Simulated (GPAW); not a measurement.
## Anisotropy of free-standing square Co monolayer, spacing 3.0 A

Aim: the anisotropy of free-standing square Co monolayer, spacing 3.0 A from the Kohn–Sham states of one collinear run.

Calculated with GPAW 26.7.0; PBE; plane waves with GPAW's PAW setups, scalar-relativistic.

**1. The structure**

The cell holds 1 atom: 1 Co. Its edges and angles: a = 3.000 Å, b = 3.000 Å, c = 14.000 Å, α = 90.0°, β = 90.0°, γ = 90.0°. model lattice. Vacuum lies along c.

**2. Self-consistent state**

All later steps read the density of this run.

order1.py reads:

```python
import json
import numpy as np
from ase import Atoms
from ase.parallel import paropen, parprint
from gpaw import GPAW

atoms = Atoms(['Co'],
    cell=[[3.0, 0.0, 0.0],
         [0.0, 3.0, 0.0],
         [0.0, 0.0, 14.0]],
    scaled_positions=[[0.0, 0.0, 0.5]],
    pbc=True,
    magmoms=[2.0])
atoms.calc = GPAW(mode={'name': 'pw', 'ecut': 550},
    xc='PBE',
    kpts={'size': (10, 10, 1), 'gamma': True},
    occupations={'name': 'fermi-dirac', 'width': 0.05},
    convergence={'density': 1e-05, 'energy': 1e-05},
    maxiter=200,
    txt='order1.txt')
e = atoms.get_potential_energy(force_consistent=True)
res = {'free_energy': e, 'energy_sigma0': atoms.get_potential_energy(), 'fermi_energy': atoms.calc.get_fermi_level()}
res['moments'] = atoms.get_magnetic_moments().tolist()
res['total'] = atoms.get_magnetic_moment()
parprint('site moments (muB):', np.round(res['moments'], 3))
parprint(f"total moment: {res['total']:.3f} muB")
parprint(f'free energy: {e:.6f} eV')
atoms.calc.write('order1.gpw')
with paropen('results.json', 'w') as f:
    json.dump(res, f)
```

On the command line:

```console
$ OMP_NUM_THREADS=1 python3 order1.py > order1.log
```

What it wrote:

```text
site moments (muB): [2.091]
total moment: 2.229 muB
free energy: -5.074533 eV

--- order1.txt ---
Input parameters:
  mode=PW(ecut=550),
  convergence={'density': 1e-05, 'energy': 1e-05},
  kpts=MonkhorstPack(size=(10, 10, 1), gamma=True),
  maxiter=200,
  occupations=Occupations(name='fermi-dirac', width=0.05),
  xc=XC(name='PBE')

Diagonalizing LCAO Hamiltonian
Converting LCAO to pw mode
   .------.
  /|      |
 * |      |
 | |      |
 | |      |
 | |      |
 | |      |
 | |      |
 | |      |
 | |      |
 Co|      |
 | |      |
 | |      |
 | |      |
 | |      |
 | |      |
 | |      |
 | .------.
 |/      /
 *------*

Atoms  # Å, Bohr magnetons
|   | symbol |        x |        y |        z |    initial magnetic moments |
|---|--------|----------|----------|----------|-----------------------------|
| 0 |     Co | 0.000000 | 0.000000 | 7.000000 | ( 0.0000,  0.0000,  2.0000) |

Unit cell  # Å
| periodic |        x |        y |         z |   lengths |    angles |
|----------|----------|----------|-----------|-----------|-----------|
|      yes | 3.000000 | 0.000000 |  0.000000 |  3.000000 | 90.000000 |
|      yes | 0.000000 | 3.000000 |  0.000000 |  3.000000 | 90.000000 |
|      yes | 0.000000 | 0.000000 | 14.000000 | 14.000000 | 90.000000 |

Number of symmetries: 16

BZ-sampling:
  Number of BZ points: 100
  Number of IBZ points: 21

  Monkhorst-Pack size: [10, 10, 1]
  Monkhorst-Pack shift: [0.05, 0.05, 0.0]

Plane wave coefficients: 3716
Cutoff: 550.0 eV

Spin-components: 2 (collinear spins)
Bands:           9
Projectors:      6
Spin-degeneracy: 1
Datatype:        complex128

Parallelization:
  kpt:    1
  domain: 1
  band:   1

Density:
  Valence electrons: 9.0
  Components: 2
  Grid points: [18 18 80]
  Charge: 0.0  # |e|

Potential:
  Grid points: [18 18 80]

[... setups left out ...]
Reference energy: -37902.709906  # eV

eigensolver:
  PPCG
  Converge bands: occupied
  niter=2

density mixing:
  MSR1-Mixer
  Pratt-step length: 0.05
  Maximum mixing coefficient: 0.75
  Old densities: 10
  SVD Regularization: 0.005
  Good broyden scale: 1.0
  Trust region scale: 1.0
  Backstep threshold: 4.0
  History deletion threshold: 6.0
  Fourier metric: weight=20.0, sigma=0.015

occupation numbers:
  Fermi-Dirac:
    width: 0.0500  # eV

poisson solver:
  ecut: 4400.0  # eV

xc functional:
  name: PBE with 2 nearest neighbor stencil

convergence criteria:
- Maximum integral of absolute [dens]ity change: 1e-05 electrons / valence electron
- Maximum [total energy] change in last 3 cyles: 1e-05 eV / valence electron
- Maximum integral of absolute [eigenst]ate change: 4e-08 eV^2 / valence electron
maximum number of iterations: 200

SCF iterations
|iter     |      energy | eigst |  dens |  magmom |
|---------|-------------|-------|-------|---------|
|iter:   1|       0s |   -5.614827 | -0.42 |       |  +2.0032|
|iter:   2|       2s |   -5.198520 | -1.28 | -0.68 |  +1.9903|
|iter:   3|       4s |   -4.866603 | -0.88 | -0.86 |  +1.9979|
|iter:   4|       6s |   -4.881719 | -3.02 | -1.22 |  +2.0490|
|iter:   5|       8s |   -4.913142 | -2.48 | -1.30 |  +2.1597|
|iter:   6|      10s |   -4.944120 | -2.53 | -1.54 |  +2.2416|
|iter:   7|      11s |   -5.008867 | -2.22 | -1.74 |  +2.2471|
|iter:   8|      13s |   -5.046724 | -2.70 | -1.62 |  +2.2303|
|iter:   9|      15s |   -5.060336 | -2.64 | -1.79 |  +2.2302|
|iter:  10|      17s |   -5.060638 | -3.97 | -2.45 |  +2.2314|
|iter:  11|      19s |   -5.060695 | -5.19 | -3.07 |  +2.2299|
|iter:  12|      21s |   -5.060764 | -5.33 | -3.49 |  +2.2295|
|iter:  13|      23s |   -5.060754c| -6.02 | -3.18 |  +2.2295|
|iter:  14|      25s |   -5.060729c| -6.07 | -3.49 |  +2.2295|
|iter:  15|      27s |   -5.060735c| -7.53c| -4.03 |  +2.2294|
|iter:  16|      28s |   -5.060738c| -7.63c| -4.43 |  +2.2294|
|iter:  17|      29s |   -5.060739c| -8.31c| -5.19c|  +2.2295|

Converged in 17 steps
Energy contributions relative to reference atoms: (reference = -37902.709906)

Energy contributions:
  Kinetic:          11.353198
  Coulomb:          -9.198249
  Zero:             -0.104797
  External:          0.000000
  Xc:               -7.097098
  Entropy:          -0.027587
  Spinorbit:         0.000000
  ----------------------------
  Free energy:      -5.074533
  Extrapolated:     -5.060739

dipole moment: (-7.963554, -7.963554, -0.000006)  # |e|*Ang

Total magnetic moment: (0.000000, 0.000000, 2.229450)

Local magnetic moments
|        x |        y |        z |
|----------|----------|----------|
| 0.000000 | 0.000000 | 2.091135 |  # Co   0

Fermi level: -2.892
Eigenvalues  # (at kpt = [0.000, 0.000, 0.000])
| band index |      eig [eV] | occ [0-1] |      eig [eV] | occ [0-1] |
|------------|---------------|-----------|---------------|-----------|
|          0 |        -6.722 |     1.000 |        -6.283 |     1.000 |
|          1 |        -5.503 |     1.000 |        -3.786 |     1.000 |
|          2 |        -5.407 |     1.000 |        -2.902 |     0.548 |
|          3 |        -4.809 |     1.000 |        -2.902 |     0.548 |
|          4 |        -4.344 |     1.000 |        -2.463 |     0.000 |
|          5 |        -4.344 |     1.000 |        -1.892 |     0.000 |
|          6 |        -1.659 |     0.000 |        -1.454 |     0.000 |
|          7 |         1.012 |     0.000 |         1.097 |     0.000 |
|          8 |         2.225 |     0.000 |         2.263 |     0.000 |

No gap
No difference between direct/indirect transitions
```

The job ended after 32 s (1 MPI rank of Arm Neoverse V2, shared host; peak memory 0.22 GiB).

Numbers from this step:

```yaml
magnetization: 2.229 μB
final_state: ferromagnetic
largest_moment: 2.091 μB
```

After 17 cycles the largest moment stands at 2.09 μB.

**3. More states at fixed density**

The steps that follow sum over empty states, which the ground-state run does not converge; 9 states a spin are converged here at the frozen density and written with their wave functions.

It starts from the saved density of the lowest of the states tried.

nscf.py reads:

```python
from gpaw import GPAW

calc = GPAW('order1.gpw').fixed_density(
    kpts={'size': (12, 12, 1), 'gamma': True},
    nbands=13,
    convergence={'bands': 9, 'eigenstates': 1e-9},
    parallel={'domain': 1},
    txt='nscf.txt')
calc.write('nscf.gpw', mode='all')
```

On the command line:

```console
$ OMP_NUM_THREADS=1 python3 nscf.py > nscf.log
```

What it wrote:

```text
Input parameters:
  mode=PW(ecut=550),
  convergence={'bands': 9, 'eigenstates': 1e-09},
  gpts=array([18, 18, 80]),
  kpts=MonkhorstPack(size=(12, 12, 1), gamma=True),
  maxiter=200,
  nbands=13,
  occupations=Occupations(name='fermi-dirac', width=0.05),
  parallel={'domain': 1},
  xc=XC(name='PBE')
```

The job ended after 40 s (1 MPI rank; peak memory 0.25 GiB).

**4. Magnetocrystalline anisotropy**

Spin–orbit coupling is added in the basis of the saved states for each direction of the moments. The change in the band energy is the anisotropy energy, with no new self-consistent run.

anisotropy.py reads:

```python
import json
import numpy as np
from ase.parallel import paropen, parprint
from gpaw import GPAW
from gpaw.spinorbit import soc_eigenstates

calc = GPAW('nscf.gpw')
angles = [[0.0, 0.0], [90.0, 0.0], [90.0, 90.0], [90.0, 45.0], [54.7356, 45.0], [45.0, 0.0], [15.0, 0.0], [30.0, 0.0], [60.0, 0.0], [75.0, 0.0]]  # theta, phi in degrees
res = {'rows': []}
for scale in [1.0]:
    e0 = None
    for theta, phi in angles:
        soc = soc_eigenstates(calc, n2=9, scale=scale, theta=theta, phi=phi)
        e = soc.calculate_band_energy()
        e0 = e if e0 is None else e0
        orbital = soc.get_orbital_magnetic_moments()
        res['rows'].append([scale, theta, phi, 1000 * (e - e0), orbital.tolist()])
        parprint(f'scale {scale} theta {theta:6.1f} phi {phi:6.1f}  dE = {1000 * (e - e0):9.4f} meV  |L| =', np.round(np.linalg.norm(orbital, axis=1), 4))
with paropen('results.json', 'w') as f:
    json.dump(res, f)
```

On the command line:

```console
$ OMP_NUM_THREADS=1 python3 anisotropy.py > anisotropy.log
```

What it wrote:

```text
scale 1.0 theta    0.0 phi    0.0  dE =    0.0000 meV  |L| = [0.2372]
scale 1.0 theta   90.0 phi    0.0  dE =    0.2627 meV  |L| = [0.2552]
scale 1.0 theta   90.0 phi   90.0  dE =    0.2627 meV  |L| = [0.2552]
scale 1.0 theta   90.0 phi   45.0  dE =    0.2521 meV  |L| = [0.2559]
scale 1.0 theta   54.7 phi   45.0  dE =    0.1670 meV  |L| = [0.2497]
scale 1.0 theta   45.0 phi    0.0  dE =    0.1273 meV  |L| = [0.2465]
scale 1.0 theta   15.0 phi    0.0  dE =    0.0166 meV  |L| = [0.2385]
scale 1.0 theta   30.0 phi    0.0  dE =    0.0626 meV  |L| = [0.2419]
scale 1.0 theta   60.0 phi    0.0  dE =    0.1941 meV  |L| = [0.2509]
scale 1.0 theta   75.0 phi    0.0  dE =    0.2441 meV  |L| = [0.2541]
```

It took 2.4 s on 1 MPI rank; peak memory 0.16 GiB.

Theta from the Cartesian z axis, phi from x; spin up lies along the direction. Anisotropy, by row:

```
spin-orbit scale  theta (degrees)  phi (degrees)  band energy less that along z (meV a cell)  orbital moment of atom 1 along the direction (μB)  sum of orbital moments along the direction (μB a cell)
               1                0              0                                           0                                             0.2372                                                  0.2372
               1               90              0                                      0.2627                                             0.2552                                                  0.2552
               1               90             90                                      0.2627                                             0.2552                                                  0.2552
               1               90             45                                      0.2521                                             0.2559                                                  0.2559
               1            54.74             45                                       0.167                                             0.2496                                                  0.2496
               1               45              0                                      0.1273                                             0.2463                                                  0.2463
               1               15              0                                     0.01657                                             0.2384                                                  0.2384
               1               30              0                                     0.06263                                             0.2418                                                  0.2418
               1               60              0                                      0.1941                                             0.2508                                                  0.2508
               1               75              0                                      0.2441                                              0.254                                                   0.254
```

**5. Summary of results**

```yaml
state: ferromagnetic
largest_site_moment: 2.09 μB
spread_of_the_directions_energies: 0.263 meV a cell
easiest_direction_tried: theta 0°, phi 0°
```

**Reading.** About the ferromagnetic state the directions differ by 0.263 meV a cell, with theta 0°, phi 0° easiest. The anisotropy comes from the force theorem at a frozen potential; it needs a check on a finer mesh, and shape anisotropy is not in it.

[Logs and program files are shortened in this print: banners, set-up blocks, solver, clock and traceback lines can be left out without a mark of their own.]

[Logs are printed without paths, hosts, clocks, repeated set-up lines and the standing remarks that a program may print on its own settings, such as how far it seeks lower states.]

[Hosts, paths, dates, database ids (printed as entryN), source tags and the programs' standing remarks are cut or masked in the printed files.]

[Where a cell is said to come from a database of computed structures, the database is the Materials Project.]
